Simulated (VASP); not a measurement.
# Cu in VASP: further runs

Aim: see how the results for Cu move with the level of theory and the settings. Levels: PBE+D3(BJ), optB86b-vdW, rev-vdW-DF2. Tasks: single point.

Program: VASP 6.6.1. These are calculated values, not measurements. Logs are shortened: lines on timing, memory, paths and dates and some standing lists are left out, and cuts for length are marked.

## Step 1: The slab as given

The cell holds a slab with vacuum, 36 atoms: a = 7.658 Å, b = 7.658 Å, c = 22.753 Å, α = 90.00°, β = 90.00°, γ = 60.00°.

The cell was built by a generator and needn't be a form met in nature.

## Step 2: Single point, PBE+D3(BJ)

The input, INCAR:

```
PREC = Accurate
ENCUT = 400
EDIFF = 1E-6
ISMEAR = 1
SIGMA = 0.1
LREAL = Auto
LASPH = T
NELM = 60
ALGO = Fast
ISIF = 2
LWAVE = F
LCHARG = F
GGA = PE
IVDW = 12
ISYM = 0
```

The input, KPOINTS:

```
Automatic mesh
0
Gamma
  4 4 1
```

The input, POSCAR:

```
Cu
1.0
    7.6579664403      0.0000000000      0.0000000000
    3.8289832201      6.6319934786      0.0000000000
    0.0000000000      0.0000000000     22.7527034153
Cu
36
Direct
    0.0000000000      0.0000000000      0.1099000000
    0.3333000000      0.0000000000      0.1099000000
    0.6667000000      0.0000000000      0.1099000000
    0.0000000000      0.3333000000      0.1099000000
    0.3333000000      0.3333000000      0.1099000000
    0.6667000000      0.3333000000      0.1099000000
    0.0000000000      0.6667000000      0.1099000000
    0.3333000000      0.6667000000      0.1099000000
    0.6667000000      0.6667000000      0.1099000000
    0.1111000000      0.1111000000      0.2015000000
    0.4444000000      0.1111000000      0.2015000000
    0.7778000000      0.1111000000      0.2015000000
    0.1111000000      0.4444000000      0.2015000000
    0.4444000000      0.4444000000      0.2015000000
    0.7778000000      0.4444000000      0.2015000000
    0.1111000000      0.7778000000      0.2015000000
    0.4444000000      0.7778000000      0.2015000000
    0.7778000000      0.7778000000      0.2015000000
    0.8888000000      0.2224000000      0.2904000000
    0.2221000000      0.2225000000      0.2904000000
    0.5555000000      0.2225000000      0.2904000000
    0.8887000000      0.5557000000      0.2904000000
    0.2220000000      0.5558000000      0.2904000000
    0.5553000000      0.5558000000      0.2904000000
    0.8890000000      0.8891000000      0.2904000000
    0.2221000000      0.8891000000      0.2904000000
    0.5555000000      0.8891000000      0.2904000000
    0.9998000000      0.0006000000      0.3800000000
    0.3333000000      0.0007000000      0.3799000000
    0.6665000000      0.0006000000      0.3800000000
    0.9998000000      0.3340000000      0.3800000000
    0.3332000000      0.3338000000      0.3800000000
    0.6665000000      0.3339000000      0.3800000000
    0.9997000000      0.6673000000      0.3800000000
    0.3331000000      0.6672000000      0.3799000000
    0.6666000000      0.6673000000      0.3800000000
```

Potentials or basis: VASP PAW PBE potentials, release 64 (Cu).

Started as:

```
$ cat potpaw_PBE.64/Cu/POTCAR > POTCAR
$ mpirun -np 4 vasp_std > vasp.out
```

OUTCAR:

```text
PREC = Accurate
   ENCUT = 400
   EDIFF = 1E-6
   ISMEAR = 1
   LREAL = Auto
   LASPH = T
   NELM = 60
   ISIF = 2
   GGA = PE
   IVDW = 12
   ISYM = 0
 IVDW          = 12

 ion  position               nearest neighbor table
   1  0.000  0.000  0.110-   4 2.55   7 2.55   2 2.55   3 2.55   6 2.55   8 2.55  10 2.55  16 2.55
                            12 2.55
   2  0.333  0.000  0.110-   5 2.55   8 2.55   1 2.55   4 2.55  11 2.55  17 2.55  10 2.55   9 2.55
                             3 2.55
   3  0.667  0.000  0.110-   6 2.55   9 2.55   1 2.55   7 2.55  12 2.55  18 2.55   5 2.55  11 2.55
                             2 2.55
   4  0.000  0.333  0.110-   1 2.55   5 2.55   6 2.55   2 2.55  13 2.55  10 2.55  15 2.55   9 2.55
                             7 2.55
   5  0.333  0.333  0.110-   2 2.55   4 2.55  14 2.55  11 2.55  13 2.55   7 2.55   3 2.55   8 2.55
                             6 2.55
   6  0.667  0.333  0.110-   3 2.55   4 2.55   1 2.55  15 2.55  12 2.55  14 2.55   9 2.55   5 2.55
                             8 2.55
   7  0.000  0.667  0.110-   1 2.55   8 2.55   9 2.55   3 2.55  16 2.55  18 2.55   5 2.55  13 2.55
                             4 2.55
   8  0.333  0.667  0.110-   2 2.55   7 2.55   1 2.55  17 2.55  16 2.55  14 2.55   5 2.55   9 2.55
                             6 2.55
   9  0.667  0.667  0.110-   3 2.55   7 2.55  18 2.55   4 2.55   2 2.55  15 2.55  17 2.55   6 2.55
                             8 2.55
  10  0.111  0.111  0.202-  26 2.50  19 2.50  20 2.50  16 2.55  13 2.55  12 2.55  11 2.55  17 2.55
                            15 2.55   1 2.55   4 2.55   2 2.55
  11  0.444  0.111  0.202-  27 2.50  20 2.50  21 2.50  17 2.55  14 2.55  10 2.55  13 2.55   2 2.55
                             5 2.55  18 2.55   3 2.55  12 2.55
[... 33 lines left out ...]
                            29 2.55
  29  0.333  0.001  0.380-  20 2.51  27 2.51  26 2.52  32 2.55  30 2.55  36 2.55  31 2.55  28 2.55
                            35 2.55
  30  0.666  0.001  0.380-  21 2.51  27 2.52  25 2.52  29 2.55  36 2.55  34 2.55  32 2.55  33 2.55
                            28 2.55
  31  1.000  0.334  0.380-  22 2.51  20 2.52  19 2.52  34 2.55  36 2.55  32 2.55  33 2.55  28 2.55
                            29 2.55
  32  0.333  0.334  0.380-  23 2.51  21 2.52  20 2.52  29 2.55  30 2.55  31 2.55  33 2.55  35 2.55
                            34 2.55
  33  0.666  0.334  0.380-  24 2.51  19 2.52  21 2.52  30 2.55  28 2.55  31 2.55  32 2.55  35 2.55
                            36 2.55
  34  1.000  0.667  0.380-  25 2.51  23 2.52  22 2.52  36 2.55  31 2.55  30 2.55  28 2.55  35 2.55
                            32 2.55
  35  0.333  0.667  0.380-  26 2.51  24 2.51  23 2.51  32 2.55  34 2.55  28 2.55  33 2.55  36 2.55
                            29 2.55
  36  0.667  0.667  0.380-  27 2.51  22 2.52  24 2.52  34 2.55  30 2.55  31 2.55  29 2.55  33 2.55
                            35 2.55

IMPORTANT INFORMATION: All symmetrisations will be switched off!
NOSYMM: (Re-)initialisation of all symmetry stuff for point group C_1.

----------------------------------------------------------------------------------------

                                     Primitive cell

  volume of cell :    1155.5548

  direct lattice vectors                    reciprocal lattice vectors
     7.657966440  0.000000000  0.000000000     0.130582970 -0.075392113  0.000000000
     3.828983220  6.631993479  0.000000000     0.000000000  0.150784225  0.000000000
     0.000000000  0.000000000 22.752703415     0.000000000  0.000000000  0.043950821

  length of vectors
     7.657966440  7.657966440 22.752703415     0.150784225  0.150784225  0.043950821

  position of ions in fractional coordinates (direct lattice)
     0.000000000  0.000000000  0.109900000
     0.333300000  0.000000000  0.109900000
     0.666700000  0.000000000  0.109900000
     1.000000000  0.333300000  0.109900000
     0.333300000  0.333300000  0.109900000
     0.666700000  0.333300000  0.109900000
[... 28 lines left out ...]
     0.333100000  0.667200000  0.379900000
     0.666600000  0.667300000  0.380000000

  ion indices of the primitive-cell ions
   primitive index   ion index
                 1           1
                 2           2
                 3           3
                 4           4
                 5           5
                 6           6
[... 28 lines left out ...]
                35          35
                36          36

----------------------------------------------------------------------------------------

 KPOINTS: Automatic mesh

Automatic generation of k-mesh.
 Grid dimensions read from file:
 generate k-points for:    4    4    1

 Generating k-lattice:

  Cartesian coordinates                     Fractional coordinates (reciprocal lattice)
     0.032645742 -0.018848028  0.000000000     0.250000000 -0.000000000  0.000000000
     0.000000000  0.037696056  0.000000000     0.000000000  0.250000000  0.000000000
     0.000000000  0.000000000  0.043950821     0.000000000  0.000000000  1.000000000

  Length of vectors
     0.037696056  0.037696056  0.043950821

  Shift w.r.t. Gamma in fractional coordinates (k-lattice)
     0.000000000  0.000000000  0.000000000

 Subroutine IBZKPT returns following result:
 ===========================================

 Found     10 irreducible k-points:

 Following reciprocal coordinates:
            Coordinates               Weight
  0.000000  0.000000  0.000000      1.000000
  0.250000  0.000000  0.000000      2.000000
  0.250000  0.250000  0.000000      2.000000
  0.000000  0.250000  0.000000      2.000000
  0.500000  0.000000  0.000000      1.000000
  0.500000  0.500000  0.000000      1.000000
  0.000000  0.500000  0.000000      1.000000
  0.500000  0.250000  0.000000      2.000000
  0.250000  0.500000  0.000000      2.000000
 -0.250000  0.250000  0.000000      2.000000
   k-points           NKPTS =     10   k-points in BZ     NKDIM =     10   number of bands    NBANDS=    240
   number of dos      NEDOS =    301   number of ions     NIONS =     36
   total plane-waves  NPLWV = 375000
   dimension x,y,z NGX =    50 NGY =   50 NGZ =  150
   dimension x,y,z NGXF=   100 NGYF=  100 NGZF=  300
   ions per type =              36
   NGX,Y,Z   is equivalent  to a cutoff of  10.85, 10.85, 10.96 a.u.
   NGXF,Y,Z  is equivalent  to a cutoff of  21.71, 21.71, 21.92 a.u.
 SYSTEM =  unknown system
   PREC   = accura    normal or accurate (medium, high low for compatibility)
   ISTART =      0    job   : 0-new  1-cont  2-samecut
   ICHARG =      2    charge: 1-file 2-atom 10-const
   ISPIN  =      1    spin polarized calculation?
   LNONCOLLINEAR =      F non collinear calculations
   LSORBIT =      F    spin-orbit coupling
   LASPH  =      T    aspherical Exc in radial PAW
   ENCUT  =  400.0 eV  29.40 Ry    5.42 a.u.  12.49 12.49 37.10*2*pi/ulx,y,z
   NELM   =     60;   NELMIN=  2; NELMDL= -5     # of ELM steps
   EDIFF  = 0.1E-05   stopping-criterion for ELM
   LREAL  =      T    real-space projection
   EDIFFG = 0.1E-04   stopping-criterion for IOM
   NSW    =      0    number of steps for IOM
   IBRION =     -1    ionic relax: 0-MD 1-quasi-New 2-CG
   NFREE  =      0    steps in history (QN), initial steepest desc. (CG)
   ISIF   =      2    stress and relaxation
   ISYM   =      0    0-nonsym 1-usesym 2-fastsym
   POTIM  = 0.5000    time-step for ionic-motion
   TEBEG  =    0.0;   TEEND  =   0.0 temperature during run
   PSTRESS=    0.0 pullay stress
   NELECT =     396.0000    total number of electrons
   NUPDOWN=      -1.0000    fix difference up-down
   EMIN   =  10.00;   EMAX   =-10.00  energy-range for DOS
   EFERMI =   0.00;   METHOD = LEGACY
   ISMEAR =     1;   SIGMA  =   0.10  broadening in eV -4-tet -1-fermi 0-gaus
   EFERMI_NEDOS =   21; number of points for ismear=-14 and -15
   IALGO  =     68    algorithm
   IMIX   =      4    mixing-type and parameters
     AMIX     =   0.40;   BMIX     =  1.00
     AMIX_MAG =   1.60;   BMIX_MAG =  1.00
  volume/ion in A,a.u.               =      32.10       216.61
  Fermi-wavevector in a.u.,A,eV,Ry     =   1.145626  2.164920 17.857103  1.312460
  Thomas-Fermi vector in A             =   2.282314
   LORBIT       =      0    0 simple, 1 ext, 2 COOP (PROOUT), +10 PAW based schemes
   GGA     = PE    functional components
   LHFCALC =     F    Hartree Fock is set to
   AEXX    =    0.0000 exact exchange contribution
   IVDW    =    12    specifies the selected vdW correction
   LEPSILON=     F    determine dielectric tensor
   LRPA    =     F    only Hartree local field effects (RPA)
 non-spin polarized calculation
 RMM-DIIS sequential band-by-band and
 Methfessel and Paxton  Order N= 1 SIGMA  =   0.10
  energy-cutoff  :      400.00
  volume of cell :     1155.55
 maximum number of plane-waves:     21010
 NGX is ok and might be reduce to    50
   NGX = 25   NGY = 25   NGZ = 75

 number of electron     396.0000130 magnetization

 Free energy of the ion-electron system (eV)
  ---------------------------------------------------
  ext. energy  EPLUGINS =         0.00000000
  ---------------------------------------------------
  free energy    TOTEN  =      -125.97725009 eV

  energy without entropy =     -125.97759345  energy(sigma->0) =     -125.97736454

 E-fermi :  -0.2280     XC(G=0):  -5.4509

 val. band max:       -0.2670820077   @ k =   0.5000   0.2500   0.0000
 cond. band min:      -0.1522599830   @ k =   0.5000   0.5000   0.0000
 fundamental gap:      0.1148220247
 Fermi energy:        -0.2280339570

 k-point     1 :       0.0000    0.0000    0.0000
  band No.  band energies     occupation
      1      -9.1435      2.00000
      2      -7.7935      2.00000
      3      -6.1239      2.00000
      4      -6.1138      2.00000
      5      -6.1130      2.00000
      6      -6.1128      2.00000
[... 2119 lines left out ...]
    209       1.5891     -0.00000
    210       1.8268      0.00000
 [bands above 210 left out]

------------------------ aborting loop because EDIFF is reached ----------------------------------------

 Edisp (eV)  -15.68338

 E8    (eV) :    -6.9878

  FORCE on cell =-STRESS in cart. coord.  units (eV):
  Direction    XX          YY          ZZ          XY          YZ          ZX
  --------------------------------------------------------------------------------------
  -------------------------------------------------------------------------------------
  Total     -18.04183   -17.97215    -4.94101    -0.00826    -0.07029    -0.01793
  in kB     -25.01501   -24.91839    -6.85072    -0.01145    -0.09746    -0.02486
  external pressure =      -18.93 kB  Pullay stress =        0.00 kB

 VOLUME and BASIS-vectors are now :
 -----------------------------------------------------------------------------
  energy-cutoff  :      400.00
  volume of cell :     1155.55
      direct lattice vectors                 reciprocal lattice vectors
     7.657966440  0.000000000  0.000000000     0.130582970 -0.075392113  0.000000000
     3.828983220  6.631993479  0.000000000     0.000000000  0.150784225  0.000000000
     0.000000000  0.000000000 22.752703415     0.000000000  0.000000000  0.043950821

 POSITION                                       TOTAL-FORCE (eV/Angst)
 -----------------------------------------------------------------------------------
      0.00000      0.00000      2.50052        -0.000020     -0.000038      0.166399
      2.55240      0.00000      2.50052         0.000089     -0.000705      0.166092
      5.10557      0.00000      2.50052        -0.000486      0.000665      0.166987
      1.27620      2.21044      2.50052        -0.000480      0.000510      0.166161
      3.82860      2.21044      2.50052         0.001973      0.001237      0.166787
      6.38177      2.21044      2.50052        -0.000851      0.001281      0.167010
[... 28 lines left out ...]
      5.10557      4.42487      8.64375         0.002207      0.002045      0.023821
      7.65988      4.42553      8.64603        -0.009326     -0.003169      0.013246
 -----------------------------------------------------------------------------------
    total drift:                                0.000130     -0.000045     -0.010865

  FREE ENERGIE OF THE ION-ELECTRON SYSTEM (eV)
  ---------------------------------------------------
  free  energy   TOTEN  =      -141.6606268572 eV

  energy  without entropy=     -141.6609702256  energy(sigma->0) =     -141.66074131
```

It took 18 min on 4 MPI ranks of Intel Xeon 6975P-C (Granite Rapids), shared host; peak memory 0.51 GiB.

Results:

| Item | Value |
| --- | --- |
| Free energy | -141.6606 eV |
| Largest force | 0.184 eV/Å |
| Band gap on the k mesh | none (metal or under the smearing width) |
| Dispersion energy per atom | -0.436 eV |

Forces in eV/Å, atoms in the order of the input:
```
Cu   0.000  0.000  0.166
Cu   0.000 -0.001  0.166
Cu   0.000  0.001  0.167
Cu   0.000  0.001  0.166
Cu   0.002  0.001  0.167
Cu  -0.001  0.001  0.167
Cu   0.000 -0.001  0.167
Cu   0.001 -0.001  0.167
Cu  -0.002 -0.001  0.168
Cu  -0.002  0.000 -0.181
Cu   0.003  0.000 -0.181
Cu   0.001  0.000 -0.182
Cu  -0.001  0.005 -0.183
Cu   0.003  0.004 -0.183
Cu  -0.003  0.002 -0.182
Cu   0.000  0.002 -0.183
Cu   0.000  0.000 -0.182
Cu   0.001  0.002 -0.180
Cu   0.002  0.002  0.003
Cu  -0.001 -0.001 -0.003
Cu  -0.002 -0.004  0.000
Cu   0.005  0.005 -0.001
Cu   0.000 -0.001 -0.002
Cu   0.007  0.000 -0.001
Cu  -0.011  0.001  0.002
Cu   0.003  0.004 -0.001
Cu   0.004  0.001 -0.004
Cu   0.003 -0.002  0.015
Cu  -0.012 -0.009  0.023
Cu   0.004 -0.002  0.012
Cu  -0.002 -0.007  0.014
Cu   0.001  0.005  0.013
Cu   0.001 -0.001  0.014
Cu   0.005 -0.003  0.013
Cu   0.002  0.002  0.024
Cu  -0.009 -0.003  0.013
```

Levels at points of the mesh, in eV from the Fermi level:
| k point | band 194 | band 195 | band 196 | band 197 | band 198 | band 199 | band 200 | band 201 |
| --- | --- | --- | --- | --- | --- | --- | --- | --- |
| (0.00, 0.00, 0.00) | -1.45 | -1.45 | -1.11 | -0.25 | -0.25 | -0.25 | -0.25 | -0.25 |
| (0.50, 0.00, 0.00) | -0.05 | -0.05 | -0.05 | -0.05 | 0.08 | 0.08 | 0.58 | 0.58 |
| (0.50, 0.50, 0.00) | -0.05 | -0.05 | -0.05 | -0.05 | 0.08 | 0.08 | 0.58 | 0.58 |
| (0.00, 0.50, 0.00) | -0.05 | -0.05 | -0.05 | -0.05 | 0.08 | 0.08 | 0.58 | 0.58 |

## Step 3: Single point, optB86b-vdW

INCAR: that of step 2 with these lines changed.

```diff
@@ -12,4 +12,7 @@
 LCHARG = F
-GGA = PE
-IVDW = 12
+GGA = MK
+LUSE_VDW = T
+AGGAC = 0.0
+PARAM1 = 0.1234
+PARAM2 = 1.0
 ISYM = 0
```

KPOINTS is that of step 2.

POSCAR is that of step 2.

Potentials or basis: VASP PAW PBE potentials, release 64 (Cu).

Started as:

```
$ cat potpaw_PBE.64/Cu/POTCAR > POTCAR
$ mpirun -np 4 vasp_std > vasp.out
```

It took 22 min on 4 MPI ranks of Intel Xeon 6975P-C (Granite Rapids), shared host; peak memory 0.94 GiB.

It converged, with:

* Free energy: -23.1228 eV
* Largest force: 0.233 eV/Å
* Band gap on the k mesh: none (metal or under the smearing width)

Forces in eV/Å, atoms in the order of the input:
```
Cu   0.000  0.000  0.133
Cu   0.000 -0.001  0.133
Cu   0.000  0.000  0.133
Cu  -0.001  0.000  0.133
Cu   0.002  0.001  0.133
Cu  -0.001  0.001  0.133
Cu   0.000 -0.001  0.133
Cu   0.001 -0.001  0.133
Cu  -0.002 -0.002  0.134
Cu  -0.002  0.000 -0.230
Cu   0.003  0.000 -0.230
Cu   0.001  0.000 -0.231
Cu  -0.001  0.004 -0.232
Cu   0.003  0.003 -0.233
Cu  -0.003  0.001 -0.231
Cu   0.000  0.002 -0.232
Cu   0.000  0.000 -0.231
Cu   0.001  0.002 -0.229
Cu   0.002  0.002  0.060
Cu  -0.001 -0.001  0.054
Cu  -0.002 -0.004  0.057
Cu   0.005  0.005  0.056
Cu   0.000 -0.001  0.055
Cu   0.007  0.000  0.056
Cu  -0.010  0.001  0.060
Cu   0.003  0.004  0.057
Cu   0.003  0.001  0.054
Cu   0.003 -0.002  0.041
Cu  -0.012 -0.008  0.049
Cu   0.004 -0.002  0.038
Cu  -0.002 -0.007  0.040
Cu   0.001  0.005  0.039
Cu   0.001 -0.001  0.039
Cu   0.005 -0.003  0.039
Cu   0.002  0.002  0.049
Cu  -0.009 -0.003  0.039
```

Levels at points of the mesh, in eV from the Fermi level:
```tsv
k point	band 194	band 195	band 196	band 197	band 198	band 199	band 200	band 201
(0.00, 0.00, 0.00)	-1.46	-1.46	-1.12	-0.25	-0.25	-0.25	-0.25	-0.25
(0.50, 0.00, 0.00)	-0.06	-0.05	-0.05	-0.05	0.06	0.06	0.59	0.59
(0.50, 0.50, 0.00)	-0.06	-0.05	-0.05	-0.05	0.06	0.06	0.58	0.59
(0.00, 0.50, 0.00)	-0.06	-0.05	-0.05	-0.05	0.06	0.06	0.59	0.59
```

Caveat: the PAW data sets were made with another functional, which shifts forces and pressure a little.

## Step 4: Single point, rev-vdW-DF2

INCAR: that of step 3 with these lines changed.

```diff
@@ -16,3 +16,4 @@
 PARAM1 = 0.1234
-PARAM2 = 1.0
+PARAM2 = 0.711357
+ZAB_VDW = -1.8867
 ISYM = 0
```

KPOINTS is that of step 3.

POSCAR is that of step 3.

Started as:

```
$ cat potpaw_PBE.64/Cu/POTCAR > POTCAR
$ mpirun -np 4 vasp_std > vasp.out
```

Run time: 22 min. Hardware: 4 MPI ranks of Intel Xeon 6975P-C (Granite Rapids), shared host; peak memory 0.95 GiB.

The run converged. Its results:

```yaml
Free_energy: -33.8743 eV
Largest_force: 0.231 eV/Å
Band_gap_on_the_k_mesh: none (metal or under the smearing width)
```

Forces on the atoms (eV/Å):
```
Cu   0.000  0.000  0.108
Cu   0.000 -0.001  0.108
Cu   0.000  0.000  0.109
Cu  -0.001  0.000  0.108
Cu   0.002  0.001  0.109
Cu  -0.001  0.001  0.109
Cu   0.001 -0.001  0.109
Cu   0.001 -0.001  0.109
Cu  -0.002 -0.001  0.110
Cu  -0.002  0.000 -0.228
Cu   0.003  0.000 -0.228
Cu   0.001  0.000 -0.228
Cu  -0.001  0.004 -0.230
Cu   0.003  0.003 -0.231
Cu  -0.003  0.001 -0.229
Cu   0.000  0.002 -0.230
Cu   0.000  0.000 -0.229
Cu   0.001  0.002 -0.227
Cu   0.002  0.002  0.057
Cu  -0.001 -0.001  0.051
Cu  -0.002 -0.004  0.054
Cu   0.005  0.004  0.053
Cu   0.000 -0.001  0.053
Cu   0.007  0.000  0.053
Cu  -0.010  0.001  0.057
Cu   0.003  0.004  0.054
Cu   0.003  0.001  0.051
Cu   0.003 -0.002  0.066
Cu  -0.012 -0.008  0.074
Cu   0.004 -0.002  0.063
Cu  -0.002 -0.007  0.065
Cu   0.001  0.005  0.064
Cu   0.001 -0.001  0.064
Cu   0.005 -0.003  0.064
Cu   0.002  0.002  0.074
Cu  -0.009 -0.003  0.064
```

Levels at points of the mesh, in eV from the Fermi level:
| k point | band 195 | band 196 | band 197 | band 198 | band 199 | band 200 |
| --- | --- | --- | --- | --- | --- | --- |
| (0.00, 0.00, 0.00) | -1.47 | -1.12 | -0.25 | -0.25 | -0.25 | -0.25 |
| (0.50, 0.00, 0.00) | -0.06 | -0.05 | -0.05 | 0.06 | 0.06 | 0.59 |
| (0.50, 0.50, 0.00) | -0.06 | -0.05 | -0.05 | 0.06 | 0.06 | 0.59 |
| (0.00, 0.50, 0.00) | -0.06 | -0.06 | -0.05 | 0.06 | 0.06 | 0.59 |

Caveat: the PAW data sets were made with another functional, which shifts forces and pressure a little.

[end of part 1 of 2]
